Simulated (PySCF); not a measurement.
# Core-level binding energies of hydrogen oxalate

Hydrogen oxalate, C₂HO₄ (charge -1).
SMILES with atom numbers: `[O:1]=[C:2]([O-:3])[C:4](=[O:5])[OH:6]`

Method used: delta-SCF UKS SCAN, pcX-2 on the ionised atom, pcseg-1 elsewhere, spin-free X2C in PySCF 2.14.0. These are vertical core ionisation energies against the vacuum level, from separate self-consistent calculations with and without the core hole.

Question: What binding energy does each computed site have?

Answer: 
| atom(s) | environment | level | binding energy (eV) | above the level's lowest (eV) | count |
| --- | --- | --- | --- | --- | --- |
| O6 | acid hydroxyl oxygen | O 1s | 535.47 | +4.17 | 1 |
| O5 | acid carbonyl oxygen | O 1s | 533.39 | +2.09 | 1 |
| O1/O3 | carboxylate oxygen | O 1s | 531.30 | 0.00 | 2 |
| C2 | carboxylate carbon | C 1s | 288.56 | 0.00 | 1 |

The listed O 1s values span 4.17 eV, from O1/O3 (bonded to C) to O6 (bonded to C and H). The widest gap between neighbouring values is 2.09 eV, between 531.30 and 533.39 eV. Summing the Pauling electronegativity differences to the bonded atoms, each weighted by its formal bond order, gives -1.34 for the lowest site and -2.13 for the highest; the largest sum, -1.34, belongs to O1/O3, 4.17 eV below the top. The smallest sum, -2.13, belongs to O6, 4.17 eV above the lowest.

Question: What is the longest wavelength that can ionise O 1s of O1/O3 vertically?

Answer: λ = hc/E = 12398.42 eV Å / 531.30 eV = 23.336 Å.

Question: Express the binding energy of O 1s of O1/O3 in atomic units and per mole.

Answer: 531.30 eV = 19.5249 Eh = 51263 kJ/mol.

Topologically equivalent atoms share the value of their first member; where this conformer doesn't relate them by symmetry, their own values could differ. The list is incomplete; no value stands for C 1s of C4 (hole states with ⟨S²⟩ of 1 or more are left out). The species carries charge -1, so core ionisation leaves a neutral species. The basis sets have no added diffuse functions. One conformer (not necessarily the lowest) at the PBE0-D3(BJ)/def2-SVP geometry, without solvent, vibrations or thermal averaging.

Shape of the structure used: `[O:1]=[C:2]([O-:3])[C:4](=[O:5])[OH:6]`: O1–C2–C4–O5 -169°, H–O6–C4–C2 180°.
